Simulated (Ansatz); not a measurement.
**NaCl (rocksalt) under strain**

NaCl in the rocksalt structure, relaxed with r2SCAN in Ansatz. It is cubic, Fm-3m (No. 225); conventional cell a = 5.605 Å, 22.02 Å³ an atom. Around Na lie 6 Cl at 2.80 Å; around Cl lie 6 Na at 2.80 Å.

The axes x, y and z are those of this cell:
```xyz
2
Lattice="0.0000 2.8027 2.8027 2.8027 0.0000 2.8027 2.8027 2.8027 0.0000" Properties=species:S:1:pos:R:3 pbc="T T T"
Na    0.0000    0.0000    0.0000
Cl    2.8027    2.8027    2.8027
```

Unstrained: The PBE gap is direct at Γ: 5.180 eV. With r2SCAN the gap is 5.975 eV and direct, at Γ. HSE06 gives a direct gap of 6.559 eV at Γ. Meshes: PBE 8×8×8, r2SCAN 8×8×8, HSE06 6×6×6. Strains are changes of length per length. After each strain the atoms were relaxed again with r2SCAN within the symmetry that the strain leaves, so tilts or polar shifts that break it weren't tested; points keep the names that they have in the unstrained zone. The values are computed, spin-unpolarised, and not measurements.

Changes of the least gap in eV (an overlap counts as a negative gap):

| strain | volume change (%) | space group | PBE | r2SCAN | HSE06 | energy rise, r2SCAN (meV/atom) |
| --- | --- | --- | --- | --- | --- | --- |
| biaxial -4.77 % in x and y, z held | -9.3 | I4/mmm | +0.401 | +0.432 | +0.426 | 27.8 |
| epitaxial -1.56 % in the plane normal to [111], free normal strain +1.25 % | -1.9 | R-3m | +0.033 | +0.037 | +0.037 | 1.8 |
| uniaxial +5.97 % along z | +6.0 | I4/mmm | -0.241 | -0.257 | -0.261 | 11.0 |

Biaxial -4.77 % in x and y, z held. HSE06: the gap goes from 6.559 to 6.985 eV (+0.426 eV); with r2SCAN the top three valence levels at Γ, degenerate before, become 1+2 from the top over 17 meV. Stress change with r2SCAN, compression positive: xx +4.82, yy +4.82, zz +1.24 GPa.

Epitaxial -1.56 % in the plane normal to [111], free normal strain +1.25 %. HSE06: the gap goes from 6.559 to 6.596 eV (+0.037 eV); with r2SCAN the top three valence levels at Γ, degenerate before, become 2+1 from the top over 116 meV. Stress change with r2SCAN, compression positive: xx +0.55, yy +0.55, zz +0.55, xy -0.27, xz -0.27, yz -0.27 GPa.

Uniaxial +5.97 % along z, other directions held. HSE06: the gap goes from 6.559 to 6.298 eV (-0.261 eV); with r2SCAN the top three valence levels at Γ, degenerate before, become 1+2 from the top over 36 meV. Stress change with r2SCAN, compression positive: xx -0.61, yy -0.61, zz -2.40 GPa.

The meshes of the hybrids are coarse, so their gaps aren't converged to the digits shown.

The splittings at Γ are without spin-orbit coupling, which regroups them where it is of like size or larger.
